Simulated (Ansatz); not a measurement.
# TiO2 (P1) in Ansatz: reference runs

Aim: a first look at TiO2 with PBE, on the cell as given and on a disturbed one.

All numbers are computed with Ansatz 0.2.0; they aren't measurements. Logs are shortened: lines on timing, memory, paths and dates and some standing lists are left out, and cuts for length are marked.

## (1) The crystal as given

The typed cell holds 9 atoms: a = 2.968 Å, b = 4.708 Å, c = 7.241 Å, α = 88.08°, β = 78.18°, γ = 90.00°.

The cell comes from a database or a generator and needn't be the stable form of this composition.

## (2) Single point, PBE

File input.yaml:

```yaml
crystal:
  lattice:
    - [2.9682645463, 0.0, 0.0]
    - [0.0002080834, 4.7076067549, 0.0]
    - [1.4835696211, 0.242353462, 7.0834647979]
  atoms:
    - { symbol: Ti, position: [0.00337187, 0.00038881, 0.00070319] }
    - { symbol: Ti, position: [0.34464021, 0.48025965, 0.31695987] }
    - { symbol: Ti, position: [0.66170814, 0.52047436, 0.68449636] }
    - { symbol: O, position: [0.44003816, 0.18543769, 0.1285388] }
    - { symbol: O, position: [0.77792634, 0.29772875, 0.45187807] }
    - { symbol: O, position: [0.10123624, 0.30895342, 0.80624322] }
    - { symbol: O, position: [0.90649721, 0.69183699, 0.19517157] }
    - { symbol: O, position: [0.22940715, 0.70300728, 0.54951473] }
    - { symbol: O, position: [0.56802567, 0.81530006, 0.87282718] }
hamiltonian:
  xc: pbe
  pseudopotentials: { kind: paw }
kpoints:
  mp_grid: { grid: [9, 6, 4] }
scf:
  occupations: { method: fermi_dirac, width: 0.05 }
output:
  forces: true
  stress: true
  eigenvalues: true
```

Potentials or basis: Ansatz PAW.

Command:

```sh
> ansatz run input.yaml --threads 4 --pin off --max-ram 11264MiB --backend cpu --events-out ev --progress --plain --runs-dir out
```

Log:

```text
Warning: RAYON_NUM_THREADS=4 ignored (pool sized by the plan → 4); use --threads N
Engine: ansatz 0.2.0, aarch64-unknown-linux-gnu
Pseudopotentials: kind: paw
Pseudopotential: Ti, paw, valence charge 12, recommended cutoff 420 eV (normal), Ti.paw.azcp
Pseudopotential: O, paw, valence charge 6, recommended cutoff 420 eV (normal), O.paw.azcp
Functional definition: PBE
  parameter kappa = 0.804
  parameter beta = 0.06672455060314922
  exchange = pbe_x(kappa = kappa, mu = beta*pi^2/3)
  correlation = pbe_c(beta = beta)
Crystal: 9 atoms, lattice volume = 98.980 Å³
Basis set: ecut = 420 eV, 1911 PW (Γ), exchange–correlation on 40×64×100 points (8 copies of the dense FFT grid, shifted against one another)
Bands: 45, of which v1, the nominal top of the filled ones, is band 36 counted from 1 (35 counted from 0)
Symmetry: 1 space group operations
Space group: P1 (ITA 1), of the structure as read, at distance tolerance 4.6e-5 Å
k-points: 110 of 216 (time reversal used)
Non-local potential: Ti, projectors of the file, l = 0: 3, l = 1: 2, l = 2: 3, l = 3: 1
Non-local potential: O, projectors of the file, l = 0: 2, l = 1: 2, l = 2: 1
PAW form: soft (Blöchl's): semilocal exchange-correlation on the pseudo side does not see the compensation charge
PAW one-centre angular grid: Ti, 590 points (default); XC on 64 Gauss nodes
PAW one-centre angular grid: O, 110 points (default); XC on 64 Gauss nodes
Initial density: superposition of atomic densities (neutral atoms: chi_scale 0, normalization atom), corrected by the library's trained network
Initial wavefunctions: pseudopotential atomic-orbital guess
Functional: x = pbe(κ = 0.804, μ = 0.2195149727645171), c = pbe(β = 0.06672455060314922)
SCF iter   1: F=—  HF=-10915.746473 eV  |F-HF|=—  |Δ(HF+E_count)|=         —  Δρ=3.34e-3  dr2=8.35e-3  ethr=1.77e-3  ⟨swp⟩=5.2  Hψ=19471  notcnv=0
preconditioner: auto → Resta (q_TF=auto, 2.587 Å⁻¹)  ε∞=8.5  [insulator: Δε(μ)=2.250 eV  Ē_g=9.418 eV  σ=0.050 eV  W_gap=1.00  n_scr=30 (ndim 8)  ℏωp=25.9 eV  f_vac=0.074  D(μ)=0.00/eV (n_scr^D=0)  ε∞_Penn≈8.5]
SCF iter   2: F=—  HF=-10915.747031 eV  |F-HF|=—  |Δ(HF+E_count)|=   5.58e-4  Δρ=1.86e-3  dr2=1.71e-3  ethr=1.16e-5  ⟨swp⟩=2.4  Hψ=7913  notcnv=0
SCF iter   3: F=—  HF=-10915.747394 eV  |F-HF|=—  |Δ(HF+E_count)|=   3.63e-4  Δρ=9.42e-4  dr2=6.54e-4  ethr=2.38e-6  ⟨swp⟩=2.0  Hψ=6743  notcnv=0
automatic band count: iteration 3 solves 44 bands in place of 45: the levels show a gap, and the empty bands left out lie too high to hold charge; the band table lists the bands solved (type scf.n_extra_bands for more)
SCF iter   4: F=—  HF=-10915.747527 eV  |F-HF|=—  |Δ(HF+E_count)|=   1.34e-4  Δρ=2.39e-4  dr2=7.42e-5  ethr=9.08e-7  ⟨swp⟩=2.0  Hψ=6628  notcnv=0
SCF iter   5: F=—  HF=-10915.747592 eV  |F-HF|=—  |Δ(HF+E_count)|=   6.43e-5  Δρ=1.23e-4  dr2=1.42e-5  ethr=1.03e-7  ⟨swp⟩=2.0  Hψ=6721  notcnv=0
SCF iter   6: F=—  HF=-10915.747596 eV  |F-HF|=—  |Δ(HF+E_count)|=   3.92e-6  Δρ=6.14e-5  dr2=4.43e-6  ethr=1.97e-8  ⟨swp⟩=2.0  Hψ=6765  notcnv=0
SCF iter   7: F=—  HF=-10915.747596 eV  |F-HF|=—  |Δ(HF+E_count)|=   4.38e-7  Δρ=2.13e-5  dr2=5.18e-7  ethr=6.15e-9  ⟨swp⟩=2.0  Hψ=6691  notcnv=0
SCF iter   8: F=—  HF=-10915.747596 eV  |F-HF|=—  |Δ(HF+E_count)|=   2.50e-7  Δρ=1.69e-5  dr2=2.86e-7  ethr=7.20e-10  ⟨swp⟩=2.0  Hψ=7370  notcnv=0
SCF iter   9: F=-10915.747596 eV  HF=-10915.747596 eV  |F-HF|=4.21e-9  |Δ(HF+E_count)|=   2.98e-9  Δρ=4.51e-6  dr2=2.06e-8  ethr=1.39e-10  ⟨swp⟩=5.4  Hψ=19824  notcnv=0
SCF 1 converged in 9 iterations: F = -10915.747596 eV  dr2 = 2.06e-8
SCF converged after 9 iterations
Free energy (F): -10915.747596 eV
Harris-Foulkes:  -10915.747596 eV  (|F-HF|=4.21e-9)
Internal energy: -10915.747596 eV  (E = F + TS)
E sigma→0 (E₀):  -10915.747596 eV
Fermi energy:    9.071284 eV
--- Per-component energies (eV) ---
  E_band       = -651.474771
  E_kinetic    = 1870.098053
  E_local      = -5211.275961  (includes V_loc(G=0)·N_el)
  E_nonlocal   = 294.827310
  E_hartree    = 2022.207659
  E_xc         = -739.166200
  E_vxc        = -936.106134  (∫ρ·V_xc dr)
  E_paw        = -4082.805729  (= ΣΔE_a)
  E_vpaw       = -713.443005  (= ΣTr[D̂ρ^β])
  E_aug_tail   = 0.015365  (compensation charges beyond the density's cutoff)
  E_ewald      = -5069.648093
  E_smearing   = -0.000000  (= −TS)
  E_closure    = 0.000000  (closes the sum)
  Σ components = -10915.747596   (vs F -10915.747596, Δ=0.00e0)
--- Forces (eV/Å), atoms counted from 1 ---
  atom   1  Ti     0.00019124    -0.00187000     0.00210402
  atom   2  Ti     0.00366788     0.02021432     0.09388296
  atom   3  Ti     0.00109312    -0.01684371    -0.09769833
  atom   4  O     -0.00120195    -0.00768391     0.02894240
  atom   5  O      0.00752849    -0.11785753     0.01357659
  atom   6  O     -0.00242611    -0.04152400    -0.00966023
  atom   7  O     -0.00012953     0.03986736     0.00919701
  atom   8  O     -0.00387987     0.11682458    -0.01228245
  atom   9  O     -0.00484315     0.00887277    -0.02806159
  max |Σ_I F_I| component: 3.78e-7 eV/Å
--- Stress (GPa, compression-positive) ---
        3.268312      -0.017296       0.007725
       -0.017296       4.045454      -0.114681
        0.007725      -0.114681       3.651257
  P = ⅓ Tr σ = 3.6550 GPa (36.550 kbar)
--- Band table (eV; the first three rows and the last of 110) ---
  k-point 0: bands = ["-48.7226", "-48.5822", "-48.5483", "-25.0148", "-25.0115", "-24.9467", "-24.8343", "-24.8181", "-24.7800", "-24.7058", "-24.6848", "-24.6312", "-9.9385", "-8.9799", "-8.8836", "-8.3945", "-8.3577", "-8.0277", "2.9732", "3.1971", "3.5318", "3.6718", "4.2517", "4.3826", "4.7062", "4.7259", "4.8042", "5.3468", "5.8983", "6.3055", "6.3505", "7.0363", "7.4962", "7.5869", "7.6782", "7.8917", "10.2157", "10.6150", "10.7515", "10.8848", "11.0796", "11.1220", "11.3456", "11.6569"]
  k-point 1: bands = ["-48.7225", "-48.5823", "-48.5482", "-25.0383", "-24.9941", "-24.9307", "-24.8345", "-24.8321", "-24.7695", "-24.7123", "-24.6843", "-24.6316", "-9.8454", "-9.2343", "-8.8418", "-8.3620", "-8.2327", "-8.0596", "2.8013", "3.2124", "3.4206", "3.9243", "4.2602", "4.3529", "4.3742", "4.7037", "5.2030", "5.5731", "5.9844", "6.2691", "6.5311", "7.0223", "7.3132", "7.3277", "7.4683", "7.9502", "10.2997", "10.7119", "10.7572", "10.7809", "10.9954", "11.0426", "11.3230", "11.8736"]
  k-point 2: bands = ["-48.7225", "-48.5824", "-48.5481", "-25.0491", "-24.9878", "-24.9149", "-24.8435", "-24.8346", "-24.7623", "-24.7195", "-24.6838", "-24.6319", "-9.6154", "-9.5562", "-8.8451", "-8.3073", "-8.1305", "-8.1154", "2.6398", "3.2327", "3.5525", "3.8970", "4.1201", "4.2693", "4.3661", "4.6820", "5.5884", "5.9976", "6.2001", "6.2685", "6.3346", "6.7781", "7.0591", "7.1175", "7.6627", "7.7979", "10.3503", "10.6103", "10.7762", "10.9141", "10.9514", "11.1113", "11.1275", "12.0785"]
  k-point 109: bands = ["-48.6847", "-48.5303", "-48.5244", "-25.2576", "-25.1237", "-25.1173", "-24.9013", "-24.8895", "-24.7904", "-24.7619", "-24.7303", "-24.7286", "-8.9269", "-8.8406", "-8.5952", "-8.4722", "-8.3394", "-8.2138", "3.2972", "3.4661", "3.8409", "3.9409", "4.1726", "4.3995", "4.4828", "4.8467", "5.0964", "5.6437", "5.8630", "5.9975", "6.1693", "6.2893", "6.5188", "6.6218", "6.9010", "7.1761", "10.5110", "10.6211", "11.0905", "11.2782", "11.3908", "11.4926", "11.6238", "11.9071"]
```

It took 10 s on 4 threads of Arm Neoverse V2, shared host; peak memory 0.61 GiB.

Results:

* Free energy: -10915.7476 eV
* Pressure: 3.7 GPa
* Largest force: 0.119 eV/Å
* Band gap on the k mesh: 2.27 eV, indirect (least direct gap 2.32 eV)

Forces on the atoms (eV/Å):
```
Ti   0.000 -0.002  0.002
Ti   0.004  0.020  0.094
Ti   0.001 -0.017 -0.098
O   -0.001 -0.008  0.029
O    0.008 -0.118  0.014
O   -0.002 -0.042 -0.010
O    0.000  0.040  0.009
O   -0.004  0.117 -0.012
O   -0.005  0.009 -0.028
```

Levels at points of the mesh, in eV from the valence-band top:
| k point | band 32 | band 33 | band 34 | band 35 | band 36 | band 37 | band 38 | band 39 | band 40 | band 41 |
| --- | --- | --- | --- | --- | --- | --- | --- | --- | --- | --- |
| (0.00, 0.00, 0.00) | -0.91 | -0.45 | -0.36 | -0.27 | -0.06 | 2.27 | 2.66 | 2.80 | 2.93 | 3.13 |
| (0.00, 0.00, -0.50) | -1.17 | -0.89 | -0.83 | -0.29 | -0.15 | 2.40 | 2.66 | 2.83 | 2.96 | 3.00 |
| (0.00, -0.50, 0.00) | -1.14 | -1.13 | -0.92 | -0.85 | -0.76 | 2.35 | 2.71 | 2.79 | 2.99 | 3.10 |
| (0.00, -0.50, -0.50) | -1.31 | -0.92 | -0.73 | -0.70 | -0.27 | 2.33 | 2.58 | 2.68 | 2.89 | 3.15 |

Caveat: odd divisions of the mesh miss points on the zone boundary, where band edges often lie, so the gap on the mesh can be too wide; the pressure holds a Pulay correction of +0.7 GPa for the finite cutoff.

## (3) Single point, PBE (atoms moved at random, drawn with an rms of 0.05 Å)

File input.yaml:

```yaml
crystal:
  lattice:
    - [2.9682645463, 0.0, 0.0]
    - [0.0002080834, 4.7076067549, 0.0]
    - [1.4835696211, 0.242353462, 7.0834647979]
  atoms:
    - { symbol: Ti, position: [0.008768, -0.001082, 0.008494] }
    - { symbol: Ti, position: [0.328052, 0.475639, 0.322406] }
    - { symbol: Ti, position: [0.668372, 0.512099, 0.685421] }
    - { symbol: O, position: [0.444806, 0.180801, 0.126101] }
    - { symbol: O, position: [0.785776, 0.300003, 0.453728] }
    - { symbol: O, position: [0.098167, 0.297792, 0.809749] }
    - { symbol: O, position: [0.918037, 0.696634, 0.205065] }
    - { symbol: O, position: [0.213398, 0.698286, 0.547028] }
    - { symbol: O, position: [0.559116, 0.813186, 0.873035] }
hamiltonian:
  xc: pbe
  pseudopotentials: { kind: paw }
kpoints:
  mp_grid: { grid: [9, 6, 4] }
scf:
  occupations: { method: fermi_dirac, width: 0.05 }
output:
  forces: true
  stress: true
  eigenvalues: true
```

Potentials or basis: Ansatz PAW.

Command:

```sh
> ansatz run input.yaml --threads 4 --pin off --max-ram 11264MiB --backend cpu --events-out ev --progress --plain --runs-dir out
```

Log:

```text
Warning: RAYON_NUM_THREADS=4 ignored (pool sized by the plan → 4); use --threads N
[... 75 lines left out ...]
  k-point 1: bands = ["-48.6148", "-48.5754", "-48.5668", "-25.0803", "-24.9047", "-24.8529", "-24.8151", "-24.7603", "-24.7309", "-24.7226", "-24.6897", "-24.6658", "-9.8869", "-9.2696", "-8.8794", "-8.3341", "-8.1927", "-8.0759", "2.8166", "3.1947", "3.3927", "3.8726", "4.0896", "4.3160", "4.3886", "4.7175", "5.2276", "5.6138", "5.8914", "6.2490", "6.5720", "6.9630", "7.2230", "7.3168", "7.4861", "8.0220", "10.4170", "10.6542", "10.7854", "10.8688", "11.0808", "11.1335", "11.3735", "11.8709"]
  k-point 2: bands = ["-48.6144", "-48.5771", "-48.5655", "-25.0839", "-24.8857", "-24.8698", "-24.8083", "-24.7525", "-24.7370", "-24.7312", "-24.6850", "-24.6692", "-9.7126", "-9.5245", "-8.8871", "-8.2628", "-8.1399", "-8.1056", "2.6403", "3.2377", "3.5101", "3.9560", "3.9683", "4.1025", "4.3819", "4.7003", "5.7134", "5.8978", "6.0924", "6.2680", "6.4282", "6.7683", "6.9277", "7.0908", "7.6388", "7.9037", "10.4851", "10.6224", "10.7450", "10.9914", "11.0147", "11.1017", "11.2704", "12.0708"]
  k-point 109: bands = ["-48.5647", "-48.5458", "-48.5323", "-25.1903", "-25.1517", "-25.1218", "-24.8334", "-24.7856", "-24.7694", "-24.7602", "-24.7481", "-24.7419", "-9.0047", "-8.9103", "-8.6302", "-8.4826", "-8.2369", "-8.1783", "3.2583", "3.4499", "3.7620", "3.8561", "4.1616", "4.3949", "4.6008", "4.8104", "5.0811", "5.6240", "5.8974", "5.9598", "6.0740", "6.1770", "6.5235", "6.6857", "6.9774", "7.1820", "10.5375", "10.7257", "11.1025", "11.3067", "11.4431", "11.4732", "11.6144", "11.9482"]
```

Run time: 12 s. Hardware: 4 threads of Arm Neoverse V2, shared host; peak memory 0.61 GiB.

Results:

| Quantity | Value |
| --- | --- |
| Free energy | -10915.6244 eV |
| Pressure | 5.2 GPa |
| Largest force | 1.119 eV/Å |
| Band gap on the k mesh | 2.28 eV, indirect (least direct gap 2.29 eV) |

Forces in eV/Å, atoms in the order of the input:
```
Ti   0.005 -0.566 -0.704
Ti   0.182  0.483 -0.529
Ti  -0.007  0.375  0.889
O   -0.037  0.541  0.686
O   -0.478 -1.010  0.058
O   -0.152  0.631 -0.603
O   -0.287 -0.197 -0.205
O    0.600  0.173  0.483
O    0.173 -0.429 -0.075
```

Levels at points of the mesh, in eV from the valence-band top:
```
             k point  band 34  band 35  band 36  band 37  band 38  band 39
  (0.00, 0.00, 0.00)    -0.47    -0.40    -0.01     2.28     2.62     2.76
 (0.00, 0.00, -0.50)    -0.93    -0.38    -0.12     2.46     2.60     2.72
 (0.00, -0.50, 0.00)    -1.04    -0.93    -0.87     2.47     2.59     2.72
(0.00, -0.50, -0.50)    -0.87    -0.77    -0.35     2.32     2.59     2.64
```

Caveat: odd divisions of the mesh miss points on the zone boundary, where band edges often lie, so the gap on the mesh can be too wide; the pressure holds a Pulay correction of +0.7 GPa for the finite cutoff.
